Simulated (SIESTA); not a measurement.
## CsBr under changes of volume

One of the cells (40.468 Å³/atom); the others are scaled copies at fixed shape and fractional positions:

```
Cs Br
1.0
     4.32562    0.00000    0.00000
     0.00000    4.32562    0.00000
     0.00000    0.00000    4.32562
Cs Br
1 1
Direct
  0.00000 0.00000 0.00000
  0.50000 0.50000 0.50000
```

The cell comes from a database or a generator and needn't be the stable form of this composition.

* Program: SIESTA 5.4.2
* Functional: LDA
* Potentials or basis: PseudoDojo 0.4 standard (LDA files)
* Basis: DZP (energy shift 0.003 Ry; two zetas on semicore shells; d shell added on Cs)
* Grid cutoff: 500 Ry
* Energy shift: 0.003 Ry
* k mesh: 6 × 6 × 6
* Occupations: fermi-dirac, width 0.05 eV
* Spin: no spin polarisation

| volume (Å³/atom) | energy over the lowest point (meV/atom) | pressure (GPa) | gap on the mesh (eV) |
| --- | --- | --- | --- |
| 38.040 | 0.00 | -1.5 | 4.35 |
| 38.850 | 8.30 | -1.8 | 4.27 |
| 39.659 | 17.95 | -2.0 | 4.19 |
| 40.468 | 28.74 | -2.2 | 4.10 |
| 41.278 | 40.52 | -2.4 | 4.02 |
| 42.087 | 53.15 | -2.6 | 3.95 |
| 42.896 | ? | ? | ? |

Task: What does the run at 42.896 Å³/atom give?

Result: Energy over the lowest point 66.51 meV/atom; pressure -2.7 GPa; gap on the mesh 3.88 eV.

Worked out: A Birch-Murnaghan fit of order 3 (a polynomial in V^(-2/3)) to the other rows has no minimum within the range. It gives 66.48 meV/atom at 42.896 Å³/atom, against the run's 66.51, and -dE/dV = -2.7 GPa, against -2.7. A straight line through the other rows of the gap, of slope -4.01 eV per unit of ln V, extrapolates to 3.87 eV, against the run's 3.88.

Energies are extrapolated to zero smearing.

Caveats: spin-orbit coupling is left out, which moves the levels of the heavy elements; the basis of atomic orbitals isn't converged, which shifts pressures, moduli and gaps.

A mesh can miss the band edges.
